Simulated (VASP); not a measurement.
# Settings for KBr: self-consistent run

KBr, P4mm (no. 99), 2 atoms in the cell. PBEsol; PAW potentials Br, K_sv (PBE set). VASP 6.6.1. The cell is changed on purpose: last atom moved by 0.04 Å along z, cell strained by +1.0% along z.

Wanted: energy within 0.5 meV/atom; forces within 0.003 eV/Å.

What the run is for: forces; Accuracy asked: tight.

POSCAR:
```
KBr
1.0
    4.0434990000      0.0000000000      0.0000000000
    0.0000000000      4.0434990000      0.0000000000
    0.0000000000      0.0000000000      4.0839339900
Br K
1 1
Direct
    0.5000000000      0.5000000000      0.5000000000
    0.0000000000      0.0000000000      0.0098924200
```

The series start from Plane-wave cutoff (eV): 340; k-point mesh: 6 × 6 × 6; Precision mode (PREC): Accurate; Electronic threshold (eV): 1e-6; Bands in all (NBANDS): 18; Aspherical gradient terms in the spheres (LASPH): yes; Electronic algorithm: ALGO=Normal; Density mixing: defaults; Support grid and gradient cutoff: ADDGRID=False GGA_COMPAT=False. Each series keeps the choices made before it, and each single choice may use up half of a tolerance.

## Plane-wave cutoff (eV)

| Plane-wave cutoff (eV) | Energy less reference (meV/atom) | Forces, largest deviation (eV/Å) | SCF iterations | Time (s) |
|---|---|---|---|---|
| 210 | -7.88 | 0.0015 | 11 | 10 |
| 260 | -2.86 | 0.0003 | 12 | 16 |
| 300 | -1.32 | 0.0002 | 12 | 13 |
| 340 | -0.14 | 0.0001 | 12 | 16 |
| 390 | 0.30 | 0.0000 | 12 | 25 |
| 460 | 0.26 | 0.0001 | 12 | 26 |
| 550 | 0.11 | 0.0000 | 12 | 27 |
| 690 (reference) | 0.00 | 0.0000 | 12 | 50 |

Chosen: 550, the loosest value from which every tighter one stays within half of the tolerance.

## k-point mesh

| k-point mesh | Energy less reference (meV/atom) | Forces, largest deviation (eV/Å) | SCF iterations | Time (s) |
|---|---|---|---|---|
| 2 × 2 × 2 | 146.46 | 0.0087 | 12 | 8.2 |
| 3 × 3 × 3 | 14.71 | 0.0009 | 12 | 8.0 |
| 4 × 4 × 4 | 2.19 | 0.0002 | 12 | 17 |
| 5 × 5 × 5 | 0.35 | 0.0000 | 12 | 15 |
| 6 × 6 × 6 | 0.06 | 0.0000 | 12 | 27 |
| 7 × 7 × 7 | 0.01 | 0.0000 | 12 | 27 |
| 9 × 9 × 9 | 0.00 | 0.0000 | 12 | 51 |
| 11 × 11 × 11 (reference) | 0.00 | 0.0000 | 12 | 85 |

Chosen: 6 × 6 × 6.

## Precision mode (PREC)

| Precision mode (PREC) | Energy less reference (meV/atom) | Forces, largest deviation (eV/Å) | SCF iterations | Time (s) |
|---|---|---|---|---|
| Low | 0.04 | 0.0029 | 12 | 18 |
| SingleN | 0.04 | 0.0029 | 12 | 16 |
| Normal | 0.00 | 0.0000 | 12 | 18 |
| Accurate (reference) | 0.00 | 0.0000 | 12 | 27 |

Chosen: Normal.

## Electronic threshold (eV)

| Electronic threshold (eV) | Energy less reference (meV/atom) | Forces, largest deviation (eV/Å) | SCF iterations | Time (s) |
|---|---|---|---|---|
| 0.001 | 0.06 | 0.0005 | 9 | 14 |
| 0.0001 | 0.00 | 0.0000 | 11 | 17 |
| 1e-5 | 0.00 | 0.0000 | 11 | 16 |
| 1e-6 | 0.00 | 0.0000 | 12 | 18 |
| 1e-7 | 0.00 | 0.0000 | 13 | 20 |
| 1e-8 (reference) | 0.00 | 0.0000 | 15 | 22 |

Chosen: 0.001.

## Bands in all (NBANDS)

| Bands in all (NBANDS) | Energy less reference (meV/atom) | Forces, largest deviation (eV/Å) | SCF iterations | Time (s) |
|---|---|---|---|---|
| 9 | 0.02 | 0.0001 | 9 | 8.4 |
| 10 | 0.02 | 0.0000 | 9 | 8.3 |
| 12 | 0.00 | 0.0001 | 9 | 10 |
| 14 | -0.01 | 0.0001 | 9 | 11 |
| 18 | -0.01 | 0.0000 | 9 | 14 |
| 28 (reference) | 0.00 | 0.0000 | 9 | 21 |

Chosen: 9.

## Aspherical gradient terms in the spheres (LASPH)

| Aspherical gradient terms in the spheres (LASPH) | Energy less reference (meV/atom) | Forces, largest deviation (eV/Å) | SCF iterations | Time (s) |
|---|---|---|---|---|
| yes | 0.00 | 0.0000 | 9 | 8.4 |
| no | 0.00 | 0.0000 | 9 | 7.8 |

Chosen: yes; no other choice that stays within half of the tolerance saves 30 % of the time.

## Electronic algorithm

| Electronic algorithm | Energy less reference (meV/atom) | Forces, largest deviation (eV/Å) | SCF iterations | Time (s) |
|---|---|---|---|---|
| ALGO=Normal | 0.00 | 0.0000 | 9 | 8.4 |
| ALGO=Fast | 0.04 | 0.0025 | 10 | 9.6 |
| ALGO=VeryFast | 0.21 | 0.0189 | 17 | 13 |
| ALGO=All ISEARCH=1 | 0.08 | 0.0012 | 11 | 11 |
| ALGO=All ISEARCH=0 | 0.08 | 0.0012 | 11 | 11 |
| ALGO=Damped TIME=0.4 | 1.95 | 0.0051 | 19 | 13 |
| ALGO=Damped TIME=0.1 | 4.28 | 0.0103 | 28 | 16 |

Chosen: ALGO=Normal.

## Density mixing

| Density mixing | Energy less reference (meV/atom) | Forces, largest deviation (eV/Å) | SCF iterations | Time (s) |
|---|---|---|---|---|
| defaults | 0.00 | 0.0000 | 9 | 8.4 |
| WC=0 | 0.02 | 0.0002 | 9 | 9.0 |
| AMIX=0.2 | 0.13 | 0.0000 | 9 | 8.0 |
| MIXPRE=0 | 0.04 | 0.0002 | 9 | 7.7 |
| AMIX=0.4 IMIX=1 | 0.39 | 0.0004 | 9 | 8.1 |
| AMIX=0.6 | -0.07 | 0.0002 | 9 | 7.7 |
| MIXPRE=2 | -0.08 | 0.0000 | 9 | 8.3 |

Chosen: defaults.

## Support grid and gradient cutoff

| Support grid and gradient cutoff | Energy less reference (meV/atom) | Forces, largest deviation (eV/Å) | SCF iterations | Time (s) |
|---|---|---|---|---|
| ADDGRID=False GGA_COMPAT=False | 0.00 | 0.0000 | 9 | 8.4 |
| ADDGRID=True GGA_COMPAT=False | 0.00 | 0.0000 | 9 | 9.9 |
| ADDGRID=False GGA_COMPAT=True | 0.00 | 0.0000 | 9 | 8.4 |

Chosen: ADDGRID=False GGA_COMPAT=False.

## All choices together

| Input | Energy less reference (meV/atom) | Forces, largest deviation (eV/Å) | Time (s) |
|---|---|---|---|
| the program's defaults (naive) | -0.48 | 0.0004 | 2.7 |
| chosen settings | 0.26 | 0.0004 | 8.4 |
| reference settings throughout | 0.00 | 0.0000 | 226 |

The tolerance is met.

Values of the reference run: Forces: 0, 0, 0.01536, 0, 0, -0.01536 eV/Å.

## The input

INCAR:
```
SYSTEM = KBr
ADDGRID = .False. ; ALGO = Normal
EDIFF = 0.001 ; EFERMI = MIDGAP
ENCUT = 550 ; GGA = PS
GGA_COMPAT = .False. ; ISIF = 2
ISMEAR = 0 ; LASPH = .True.
LCHARG = .False. ; LREAL = .False.
LWAVE = .False. ; NBANDS = 9
NELM = 120 ; PREC = Normal
SIGMA = 0.03
```

KPOINTS:
```
Automatic mesh
0
Gamma
  6 6 6
  0 0 0
```

Commands:
```
cat potpaw_PBE.64/Br/POTCAR potpaw_PBE.64/K_sv/POTCAR > POTCAR
mpirun -np 1 vasp_std > vasp.out
```

The naive input happens to agree within the tolerance here, in 2.7 s.

The chosen input took VASP 6.6.1 8.4 s on 1 core (AMD EPYC 9R45 (Zen 5)), a shared host.

## An input that fails: too few electronic steps

The electronic loop stops at its limit of 4 steps.

Changes against the starting input:
```
- NELM = 120
+ NELM = 4
```
